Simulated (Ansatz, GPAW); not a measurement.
# Photoemission of Si(111) with SiCl3 on 25 % of the top atoms and H on the rest, part 2 of 3

Aim: core-level components, unfolded bands and work function of Si(111) with SiCl3 on 25 % of the top atoms and H on the rest.

Ansatz 0.2.0 and GPAW 26.7.0; DFT, PBE, plane-wave PAW, default files, scalar-relativistic (the session's first sound run).

So far: Starting point; Layer-resolved bands, DOS and potential.

### Step 2. Layer-resolved bands, DOS and potential (continued)

A(k,E), bottom over k along the path and E. Zero: valence-band maximum.

Ten even steps from '0' (0.01 eV⁻¹) to '9' (1.92 eV⁻¹), each cell a mean:
```
322344455522222365332111012333
222355554474336864332222112322
111123445568997422212222233211
001111124444444321111111123100
221112222333233322121100121122
011000000001221112223333311110
000000000000000000111122110000
000000000000000000000000000000
000000000000110000000000000000
000000000124553210000000000000
000000012345445322110000000000
000011123332113333332222100000
011101332210000221122333321110
211134322100000122111111222112
222332132100000012211111123222
444323311101111111222111122444
433321110000000001112333333334
000000000000000000010000000000
000010111111111111101000000000
000111100011111100111100000000
111111111111111111111122222211
010111000000000000001111110000
```
Columns: k along the path (Å⁻¹) from 0 to 2.58; rows upwards: E (eV) from -7.14 to 5.04.

Peaks of A(k,E) at the labelled points: for each region the eleven nearest the zero at most, each over 6 % of that point's highest, less those above the energy where the solved bands run out; weight and spread sum the levels within three half widths or 0.3 eV, so near peaks share levels. Peaks of the spectral function, the first 40 of 127 rows:

| point | weight on | E (eV) | A (1/eV) | weight near the peak | rms spread of levels (eV) |
| --- | --- | --- | --- | --- | --- |
| K | total | -6.58 | 4.304 | 2.026 | 0.022 |
| K | total | -5.52 | 1.409 | 0.676 | 0.069 |
| K | total | -4.36 | 2.817 | 3.031 | 0.204 |
| K | total | -3.96 | 4.793 | 4.262 | 0.268 |
| K | total | -3.64 | 3.804 | 3.816 | 0.247 |
| K | total | -3.06 | 2.723 | 1.292 | 0.133 |
| K | total | -2.28 | 4.656 | 2.693 | 0.143 |
| K | total | 2.38 | 4.681 | 2.954 | 0.122 |
| K | total | 3.5 | 1.232 | 0.669 | 0.178 |
| K | total | 4.46 | 3.15 | 2.487 | 0.208 |
| K | top | -6.48 | 0.135 | 0.052 | 0.072 |
| K | top | -5.52 | 1.192 | 0.655 | 0.069 |
| K | top | -4.36 | 0.352 | 0.271 | 0.226 |
| K | top | -3.62 | 1.324 | 0.836 | 0.176 |
| K | top | -3.04 | 1.198 | 0.854 | 0.224 |
| K | top | -2.6 | 1.066 | 0.941 | 0.267 |
| K | top | 2.38 | 0.645 | 0.349 | 0.101 |
| K | top | 3.5 | 0.422 | 0.261 | 0.181 |
| K | top | 4.46 | 0.723 | 0.56 | 0.213 |
| K | middle | -6.58 | 2.643 | 1.249 | 0.016 |
| K | middle | -4.36 | 1.597 | 1.27 | 0.191 |
| K | middle | -4.02 | 1.599 | 1.495 | 0.271 |
| K | middle | -3.62 | 0.864 | 1.045 | 0.289 |
| K | middle | -3.06 | 0.822 | 0.389 | 0.121 |
| K | middle | -2.28 | 2.535 | 1.331 | 0.113 |
| K | middle | 2.38 | 2.329 | 1.479 | 0.122 |
| K | middle | 3.5 | 0.307 | 0.141 | 0.178 |
| K | middle | 4.46 | 0.943 | 0.753 | 0.206 |
| K | middle | 4.88 | 0.737 | 0.584 | 0.176 |
| K | bottom | -6.56 | 0.811 | 0.378 | 0.003 |
| K | bottom | -4.34 | 0.489 | 0.795 | 0.175 |
| K | bottom | -3.92 | 1.526 | 0.951 | 0.146 |
| K | bottom | -3.64 | 0.988 | 1.101 | 0.249 |
| K | bottom | -3.22 | 0.569 | 0.539 | 0.238 |
| K | bottom | -2.26 | 0.755 | 0.362 | 0.084 |
| K | bottom | 2.4 | 0.721 | 0.48 | 0.125 |
| K | bottom | 3.52 | 0.284 | 0.154 | 0.174 |
| K | bottom | 4.46 | 0.827 | 0.654 | 0.208 |
| K | bottom | 4.88 | 0.627 | 0.491 | 0.179 |
| Γ | total | -3.92 | 0.957 | 0.826 | 0.194 |

The DOS has structure finer than the step of the table below, so its rows give means over 1 eV, whole bins alone (the curve runs from -18.5 to 4.79 eV). Peaks (eV: height): total -6.5: 31.4, -4.0: 28.4, 3.5: 28.6, 4.3: 38.6; Si 3p -4.0: 19.0, -2.2: 23.6, -1.6: 23.6, 4.3: 21.0; Si 3s -10.6: 8.73, -9.5: 8.51, -9.0: 11.1, -6.5: 12.6; Cl 3p -5.5: 11.6, -3.6: 9.09, -2.9: 7.95; H 1s -6.5: 2.31, -5.5: 2.27, -4.0: 3.89, 3.5: 1.76.

Table of DOS by E, zero at the valence-band maximum; means over each step; values in states/eV/cell:

| E (eV) | total | Si 3p | Si 3s | Cl 3p | H 1s | Cl 3s |
| --- | --- | --- | --- | --- | --- | --- |
| -18 | 0 | 0 | 0 | 0 | 0 | 0 |
| -17 | 1.87 | 0.0750 | 0.305 | 0.0535 | 0.00251 | 1.43 |
| -16 | 4.11 | 0.437 | 0.0209 | 0.0194 | 0.00403 | 3.62 |
| -15 | 0.0135 | 0.00146 | 0 | 5.4e-5 | 1.1e-5 | 0.0119 |
| -14 | 0 | 0 | 0 | 0 | 0 | 0 |
| -13 | 0 | 0 | 0 | 0 | 0 | 0 |
| -12 | 0.150 | 0.00768 | 0.138 | 4.8e-5 | 0.00329 | 6.8e-5 |
| -11 | 3.92 | 0.735 | 3.04 | 0.00324 | 0.110 | 0.00468 |
| -10 | 7.14 | 1.81 | 4.99 | 0.0221 | 0.244 | 0.0198 |
| -9 | 9.41 | 2.47 | 6.12 | 0.253 | 0.392 | 0.112 |
| -8 | 5.96 | 1.53 | 3.29 | 0.506 | 0.417 | 0.175 |
| -7 | 8.43 | 3.64 | 3.86 | 0.139 | 0.668 | 0.0256 |
| -6 | 11.3 | 4.86 | 3.51 | 1.86 | 0.862 | 0.103 |
| -5 | 5.30 | 2.04 | 0.959 | 1.60 | 0.534 | 0.0826 |
| -4 | 18.0 | 9.94 | 1.27 | 4.60 | 1.99 | 0.0102 |
| -3 | 21.8 | 13.5 | 0.901 | 6.07 | 1.11 | 0.00433 |
| -2 | 19.8 | 17.5 | 0.686 | 0.785 | 0.571 | 0.00268 |
| -1 | 8.80 | 8.03 | 0.146 | 0.119 | 0.357 | 0.00167 |
| 0 | 1.87 | 1.82 | 1.7e-4 | 0.00158 | 2.1e-5 | 7.9e-5 |
| 1 | 2.03 | 1.15 | 0.561 | 0.00608 | 0.0372 | 4.1e-4 |
| 2 | 11.7 | 6.28 | 3.17 | 0.161 | 0.322 | 0.0188 |
| 3 | 19.5 | 11.0 | 3.57 | 0.415 | 0.806 | 0.0692 |
| 4 | 27.2 | 15.1 | 3.06 | 0.495 | 0.951 | 0.105 |

Simulated valence spectra by photon energy, shown to 13 eV, since a deeper line would dwarf them at some energies; the 100 % can be that line's tail at the edge; this run's widths, added to any smearing of the DOS itself: Gaussian 0.45 eV, Lorentzian 0.1 eV. Intensity against binding energy, zero at the valence-band maximum; values in % of the maximum within 13 eV:

| binding energy (eV) | 21.2 eV | 100 eV | 1486.7 eV | 5950 eV | 8047.8 eV |
| --- | --- | --- | --- | --- | --- |
| -1.0 | 0.234 | 0.293 | 0.392 | 0.245 | 0.219 |
| -0.5 | 0.337 | 0.491 | 0.670 | 0.372 | 0.322 |
| 0.0 | 0.779 | 1.81 | 2.64 | 1.17 | 0.936 |
| 0.5 | 1.78 | 4.48 | 6.38 | 2.73 | 2.16 |
| 1.0 | 7.69 | 12.9 | 18.1 | 8.84 | 7.36 |
| 1.5 | 11.1 | 19.3 | 28.6 | 15.6 | 13.4 |
| 2.0 | 17.3 | 27.1 | 37.5 | 20.4 | 17.6 |
| 2.5 | 62.7 | 67.0 | 72.0 | 34.4 | 28.7 |
| 3.0 | 98.8 | 98.9 | 99.2 | 45.4 | 37.3 |
| 3.5 | 91.8 | 88.8 | 90.4 | 44.6 | 37.6 |
| 4.0 | 71.4 | 68.4 | 73.0 | 38.7 | 33.2 |
| 4.5 | 24.9 | 26.3 | 31.7 | 21.3 | 19.4 |
| 5.0 | 14.9 | 15.9 | 23.2 | 19.5 | 18.4 |
| 5.5 | 75.9 | 80.4 | 91.9 | 64.5 | 59.3 |
| 6.0 | 18.0 | 21.7 | 46.3 | 48.2 | 47.0 |
| 6.5 | 11.9 | 17.9 | 66.1 | 80.4 | 79.9 |
| 7.0 | 5.42 | 7.92 | 29.6 | 36.6 | 36.4 |
| 7.5 | 6.72 | 9.74 | 32.7 | 39.6 | 39.2 |
| 8.0 | 10.3 | 15.8 | 46.5 | 55.5 | 55.0 |
| 8.5 | 12.2 | 20.6 | 64.3 | 77.5 | 76.9 |
| 9.0 | 8.08 | 16.5 | 75.3 | 98.2 | 98.2 |
| 9.5 | 4.69 | 11.8 | 67.5 | 90.4 | 90.6 |
| 10.0 | 3.16 | 8.16 | 46.5 | 62.6 | 62.8 |
| 10.5 | 2.41 | 6.82 | 43.4 | 59.2 | 59.4 |
| 11.0 | 1.03 | 3.39 | 22.9 | 31.5 | 31.7 |
| 11.5 | - | 1.75 | 12.7 | 17.6 | 17.7 |
| 12.0 | - | 0.357 | 1.78 | 2.38 | 2.38 |
| 12.5 | - | 0.240 | 0.858 | 1.08 | 1.08 |

Maxima picked by a test of local sharpness, so broad peaks and shoulders can be missing; peaks within 0.45 eV of a curve's cut are left out. Valence peaks, by row, the first 40 of 42 rows:

| photon energy (eV) | binding energy (eV) | height (% of the maximum within 13 eV) | main shell | its share (%) |
| --- | --- | --- | --- | --- |
| 21.2 | 8.386 | 12.66 | Cl 3p | 68.42 |
| 21.2 | 6.486 | 11.97 | H 1s | 41.76 |
| 21.2 | 5.536 | 76.84 | Cl 3p | 89.11 |
| 21.2 | 3.686 | 98.46 | Cl 3p | 87.08 |
| 21.2 | 2.936 | 100 | Cl 3p | 91.31 |
| 100 | 16.64 | 35.11 | Cl 3s | 84.65 |
| 100 | 15.79 | 71.37 | Cl 3s | 93.5 |
| 100 | 8.436 | 21.04 | Cl 3p | 38.38 |
| 100 | 6.486 | 18.06 | Si 3p | 41.29 |
| 100 | 5.536 | 81.62 | Cl 3p | 77.67 |
| 100 | 3.686 | 93.39 | Cl 3p | 85 |
| 100 | 2.936 | 100 | Cl 3p | 84.53 |
| 1487 | 16.64 | 103.4 | Cl 3s | 90.67 |
| 1487 | 15.79 | 212.8 | Cl 3s | 98.94 |
| 1487 | 10.49 | 43.57 | Si 3s | 93.69 |
| 1487 | 9.086 | 76.37 | Si 3s | 86.63 |
| 1487 | 8.436 | 65.05 | Si 3s | 71.35 |
| 1487 | 7.336 | 36.93 | Si 3s | 80.23 |
| 1487 | 6.536 | 66.96 | Si 3s | 79.03 |
| 1487 | 5.536 | 94.27 | Cl 3p | 56.91 |
| 1487 | 3.686 | 94.6 | Cl 3p | 71.01 |
| 1487 | 2.936 | 100 | Cl 3p | 71.54 |
| 5950 | 16.64 | 129.7 | Cl 3s | 92.66 |
| 5950 | 15.79 | 270.8 | Cl 3s | 99.67 |
| 5950 | 10.49 | 59.37 | Si 3s | 97.51 |
| 5950 | 9.086 | 100 | Si 3s | 92.79 |
| 5950 | 8.436 | 78.24 | Si 3s | 81.01 |
| 5950 | 7.286 | 45.78 | Si 3s | 90.67 |
| 5950 | 6.536 | 81.63 | Si 3s | 92.61 |
| 5950 | 5.636 | 68.55 | Si 3s | 53.89 |
| 5950 | 3.686 | 47.04 | Cl 3p | 51.52 |
| 5950 | 2.986 | 45.53 | Cl 3p | 56.41 |
| 8048 | 16.64 | 129.5 | Cl 3s | 92.95 |
| 8048 | 15.79 | 271.1 | Cl 3s | 99.73 |
| 8048 | 10.49 | 59.61 | Si 3s | 97.87 |
| 8048 | 9.086 | 100 | Si 3s | 93.37 |
| 8048 | 8.436 | 77.55 | Si 3s | 81.97 |
| 8048 | 7.286 | 45.51 | Si 3s | 91.7 |
| 8048 | 6.536 | 81.07 | Si 3s | 94.06 |
| 8048 | 5.636 | 63.83 | Si 3s | 58.29 |

From the valence-band maximum. The planar mean, electrostatic potential by z:

| z (Å) | planar mean, electrostatic potential (eV) |
| --- | --- |
| 0.0 | 5.10 |
| 0.5 | 4.96 |
| 1.0 | 4.82 |
| 1.5 | 4.70 |
| 2.0 | 4.69 |
| 2.5 | 4.69 |
| 3.0 | 4.69 |
| 3.5 | 4.69 |
| 4.0 | 4.69 |
| 4.5 | 4.69 |
| 5.0 | 4.68 |
| 5.5 | 4.66 |
| 6.0 | 4.55 |
| 6.5 | 4.05 |
| 7.0 | 2.16 |
| 7.5 | 1.84 |
| 8.0 | -4.01 |
| 8.5 | -9.71 |
| 9.0 | -11.0 |
| 9.5 | -6.80 |
| 10.0 | 0.0505 |
| 10.5 | 2.03 |
| 11.0 | -1.88 |
| 11.5 | -8.40 |
| 12.0 | -11.2 |
| 12.5 | -8.50 |
| 13.0 | -2.04 |
| 13.5 | 2.03 |
| 14.0 | 0.107 |
| 14.5 | -6.74 |
| 15.0 | -11.0 |
| 15.5 | -9.84 |
| 16.0 | -4.04 |
| 16.5 | 1.89 |
| 17.0 | 2.15 |
| 17.5 | 2.09 |
| 18.0 | 0.115 |
| 18.5 | -2.70 |
| 19.0 | -1.50 |
| 19.5 | 3.06 |
| 20.0 | 5.00 |
| 20.5 | 5.33 |
| 21.0 | 5.39 |
| 21.5 | 5.40 |
| 22.0 | 5.40 |
| 22.5 | 5.41 |
| 23.0 | 5.40 |
| 23.5 | 5.41 |
| 24.0 | 5.41 |
| 24.5 | 5.35 |
| 25.0 | 5.21 |

The intensity has structure finer than the step of the table below, so its rows give means over 1 eV, whole bins alone (the curve runs from -18.5 to 1.39 eV). Peaks (eV: height): Cl K-beta -3.2: 99.9; Cl K-beta, E along x -5.5: 57.0, -3.2: 94.0; Cl K-beta, E along y -5.5: 57.0, -3.2: 94.0; Cl K-beta, E along z -3.3: 112; Cl L2,3 -15.8: 99.7.

Shapes are the site's partial DOS without matrix elements, which overweights lines from ligand s bands. The intensity by emission energy less the core level's binding energy, zero at the valence-band maximum; means over each step; 7 of 10 lines; values in % of the unpolarised maximum:

| emission energy less the core level's binding energy (eV) | Cl K-beta | Cl K-beta, E along x | Cl K-beta, E along y | Cl K-beta, E along z | Cl L2,3 | Si K-beta | Si K-beta, E along x |
| --- | --- | --- | --- | --- | --- | --- | --- |
| -18 | 0.289 | 0.324 | 0.324 | 0.220 | 1.17 | 0.291 | 0.282 |
| -17 | 0.800 | 0.985 | 0.985 | 0.431 | 28.6 | 0.778 | 0.643 |
| -16 | 0.795 | 0.944 | 0.944 | 0.496 | 79.9 | 2.12 | 2.76 |
| -15 | 0.452 | 0.491 | 0.491 | 0.375 | 22.4 | 1.16 | 1.52 |
| -14 | 0.417 | 0.438 | 0.438 | 0.376 | 0.659 | 0.584 | 0.627 |
| -13 | 0.509 | 0.533 | 0.533 | 0.460 | 0.238 | 0.749 | 0.771 |
| -12 | 0.685 | 0.722 | 0.722 | 0.610 | 0.144 | 1.63 | 1.66 |
| -11 | 1.07 | 1.14 | 1.14 | 0.930 | 0.221 | 5.68 | 5.93 |
| -10 | 2.30 | 2.59 | 2.59 | 1.72 | 0.738 | 12.4 | 13.2 |
| -9 | 6.53 | 7.95 | 7.95 | 3.70 | 3.13 | 16.2 | 17.8 |
| -8 | 9.66 | 12.0 | 12.0 | 5.03 | 4.02 | 14.1 | 15.2 |
| -7 | 10.1 | 11.9 | 11.9 | 6.46 | 1.02 | 23.2 | 21.8 |
| -6 | 33.2 | 38.4 | 38.4 | 22.9 | 2.57 | 31.0 | 28.8 |
| -5 | 44.8 | 45.8 | 45.8 | 42.8 | 2.29 | 28.5 | 25.7 |
| -4 | 74.4 | 67.8 | 67.8 | 87.5 | 0.293 | 60.5 | 54.8 |
| -3 | 91.9 | 86.6 | 86.6 | 103 | 0.161 | 87.5 | 84.5 |
| -2 | 37.0 | 32.9 | 32.9 | 45.3 | 0.0861 | 96.3 | 97.3 |
| -1 | 9.23 | 7.16 | 7.16 | 13.4 | 0.0595 | 59.6 | 63.3 |
| 0 | 3.32 | 2.85 | 2.85 | 4.28 | 0.0161 | 18.2 | 22.6 |

Window up to 4.8 eV. Shell moments, by row:

| element | shell | occupied states an atom | centre of occupied part (eV) | rms width of occupied part (eV) | centre up to the window's top (eV) | rms width up to the window's top (eV) |
| --- | --- | --- | --- | --- | --- | --- |
| Si | 3s | 1.169 | -8.007 | 2.472 | -4.901 | 5.429 |
| Si | 3p | 2.737 | -3.763 | 2.673 | -1.202 | 4.088 |
| Cl | 3s | 1.866 | -15.19 | 2.675 | -14.42 | 4.552 |
| Cl | 3p | 5.345 | -4.08 | 1.706 | -3.523 | 2.584 |
| H | 1s | 1.037 | -4.947 | 2.391 | -2.728 | 4.286 |

Shapes are the site's partial DOS without matrix elements, which overweights lines from ligand s bands. Emission peaks, by row:

| line | energy (eV) | height (%) |
| --- | --- | --- |
| Cl K-beta | -8.186 | 10.19 |
| Cl K-beta | -5.436 | 50.28 |
| Cl K-beta | -3.236 | 100 |
| Cl K-beta, E along x | -8.186 | 12.71 |
| Cl K-beta, E along x | -5.486 | 57.12 |
| Cl K-beta, E along x | -3.236 | 94.07 |
| Cl K-beta, E along y | -8.186 | 12.71 |
| Cl K-beta, E along y | -5.486 | 57.12 |
| Cl K-beta, E along y | -3.236 | 94.07 |
| Cl K-beta, E along z | -3.286 | 111.9 |
| Cl L2,3 | -15.79 | 100 |
| Cl L2,3 | -8.386 | 5.175 |
| Si K-beta | -9.136 | 16.8 |
| Si K-beta | -6.336 | 32.65 |
| Si K-beta | -2.186 | 100 |
| Si K-beta, E along x | -9.136 | 18.43 |
| Si K-beta, E along x | -6.236 | 29.86 |
| Si K-beta, E along x | -2.136 | 101.9 |
| Si K-beta, E along y | -9.136 | 18.43 |
| Si K-beta, E along y | -6.236 | 29.86 |
| Si K-beta, E along y | -2.136 | 101.9 |
| Si K-beta, E along z | -9.136 | 13.53 |
| Si K-beta, E along z | -6.436 | 38.74 |
| Si K-beta, E along z | -2.636 | 99.46 |
| Si L2,3 | -16.64 | 5.424 |
| Si L2,3 | -9.236 | 100 |
| Si L2,3 | -6.486 | 68.17 |
| Si L2,3 | -3.786 | 17.49 |

The spectra weight each projected shell by its atomic cross section (Dirac–Hartree–Slater) and angular factor, for unpolarised light with the analyser at 60° from the beam. Broadening, on top of any smearing of the DOS itself: a Gaussian of 0.45 eV and a Lorentzian of 0.1 eV plus 0 times the binding energy (full widths), Fermi edge at 77 K. Each atom is damped by exp[−depth/(λ cos θ)], θ = 60° from the normal, λ from the universal curve. Curves are cut 10 eV under the photon energy, above any shell that the free atom's threshold puts out of reach, or at the lower edge of the window: 11.2 eV at 21.2 eV, 18.5 eV at 100 eV, 18.5 eV at 1486.7 eV, 18.5 eV at 5950 eV and 18.5 eV at 8047.8 eV. Dipole terms alone, which is rough above 3 keV; no background, satellites or final-state effects.

Share of each shell in the spectrum's area (%), by photon energy:

| shell | 21.2 eV | 100 eV | 1486.7 eV | 5950 eV | 8047.8 eV |
| --- | --- | --- | --- | --- | --- |
| Si 3s | 2.4 | 9.6 | 36.4 | 51.2 | 53.1 |
| Si 3p | 6.2 | 19.7 | 13.2 | 5.0 | 3.9 |
| Cl 3s | 0.0 | 16.9 | 27.5 | 35.5 | 36.6 |
| Cl 3p | 78.6 | 52.4 | 22.9 | 8.3 | 6.4 |
| H 1s | 12.8 | 1.4 | 0.1 | 0.0 | 0.0 |

Cross sections used, in Mb an electron:

| shell | 21.2 eV | 100 eV | 1486.7 eV | 5950 eV | 8047.8 eV |
| --- | --- | --- | --- | --- | --- |
| Si 3s | 0.13 | 0.076 | 5.3e-4 | 1.6e-5 | 7.1e-6 |
| Si 3p | 0.15 | 0.070 | 8.8e-5 | 7.5e-7 | 2.4e-7 |
| Cl 3s | - | 0.13 | 0.0012 | 4.5e-5 | 2.0e-5 |
| Cl 3p | 2.7 | 0.15 | 3.8e-4 | 4.0e-6 | 1.4e-6 |
| H 1s | 1.9 | 0.019 | 3.0e-6 | 2.7e-8 | 9.6e-9 |

Regions along c: top from 16.3 to 22.8 Å, middle from 10.4 to 15.3 Å, bottom from 3.0 to 9.2 Å. The top region begins above the slab's first layer, so it holds the added atoms alone, and the space between regions isn't listed.

The largest force component on a free atom is 0.005 eV/Å, so the atoms are at rest for these settings too.

(Continued in part 3 of 3.)

[Logs are printed without paths, hosts, clocks, repeated set-up lines and the standing remarks that a program may print on its own settings, such as how far it seeks lower states.]

[Hosts, paths, dates, database ids (printed as entryN), source tags and the programs' standing remarks are cut or masked in the printed files.]

[Maps of the electrostatic potential energy from Ansatz leave out the sawtooth potential of an applied field or a dipole correction, so their vacuum need not be flat; work functions include it.]
